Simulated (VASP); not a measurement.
The system is SnTe.

```
Te Sn
1.0
     0.00000    3.15085    3.15085
     3.15085    0.00000    3.15085
     3.15085    3.15085    0.00000
Te Sn
1 1
Direct
  0.50000 0.50000 0.50000
  0.00000 0.00000 0.00000
```

Base run:

```yaml
Program: VASP 6.6.1
Functional: RPBE
Potentials_or_basis: VASP PAW PBE potentials, release 64 (Te, Sn_d)
Cutoff: 520 eV
k_mesh: 7 × 7 × 7
Occupations: gaussian, width 0.02 eV
Spin: no spin polarisation
```

Its results: pressure 3.6 GPa.

Question: The run is repeated on the same cell with these changes: functional from RPBE to revPBE; occupations from gaussian, width 0.02 eV to fermi-dirac, width 0.05 eV. What comes out?

Answer: Pressure 3.2 GPa.

Caveats: the PAW data sets were made with another functional, which shifts forces and pressure a little.

Not every run made on this cell is shown here.
